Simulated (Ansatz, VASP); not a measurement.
## Si: VASP beside Ansatz

File INCAR:

```
SYSTEM = Si
  PREC = Accurate
  ENCUT = 600
  EDIFF = 1E-6
  ISMEAR = 0
  SIGMA = 0.01
  LREAL = .False.
  LASPH = .True.
  NELM = 80
  ALGO = Normal
  ISIF = 3
  LWAVE = .False.
  LCHARG = .False.
  IBRION = 2
  NSW = 80
  EDIFFG = -0.001
```

KPOINTS

```
Automatic mesh
0
Gamma
  12 12 12
  0 0 0
```

The input POSCAR:

```
Si
1.0
    0.0000000000      2.7007939031      2.7007939031
    2.7007939031      0.0000000000      2.7007939031
    2.7007939031      2.7007939031      0.0000000000
Si
2
Direct
    0.5000000000      0.5000000000      0.5000000000
    0.7500000000      0.7500000000      0.7500000000
```

Input for Ansatz:

```yaml
crystal:
  lattice:
    - [0.0, 2.7007939031, 2.7007939031]
    - [2.7007939031, 0.0, 2.7007939031]
    - [2.7007939031, 2.7007939031, 0.0]
  atoms:
    - { symbol: Si, position: [0.5, 0.5, 0.5] }
    - { symbol: Si, position: [0.75, 0.75, 0.75] }
basis:
  ecutwfc: 600.0
kpoints:
  mp_grid: { grid: [12, 12, 12] }
hamiltonian:
  xc: lda
  pseudopotentials: { kind: paw, azcp: { folder: soft_1 } }
scf:
  occupations: { method: fixed }
output:
  forces: true
  stress: true
  eigenvalues: true
relax:
  adjacent_minimum: "off"
  f_tol: 0.001
  max_steps: 60
  cell: { stress_tol: 0.01 }
```

Alike in both runs: task relaxation of cell and atoms; functional LDA; k mesh 12 × 12 × 12; no spin polarisation.

|  | VASP | Ansatz |
| --- | --- | --- |
| version | VASP 6.6.1 | Ansatz 0.2.0 |
| potentials or method | VASP PAW LDA potentials, release 64 (Si) | scalar-relativistic, plane waves, PAW |
| plane-wave cutoff (eV) | 600 | 600 |
| occupations | gaussian, width 0.01 eV | fixed |
| valence electrons in the cell | 8 | 8 |

|  | VASP | Ansatz | Ansatz less VASP |
| --- | --- | --- | --- |
| gap on the k mesh at the Fermi level, each at its own relaxed structure (eV) | 0.44 | 0.44 | +0.001 |
| relaxed volume (Å³/atom) | 19.72 | 19.70 | -0.015 |
| relaxed cell length with the largest relative difference (Å) | 3.820 | 3.820 | -0.0010 |

Ansatz warned: «pseudo_functional_mismatch».
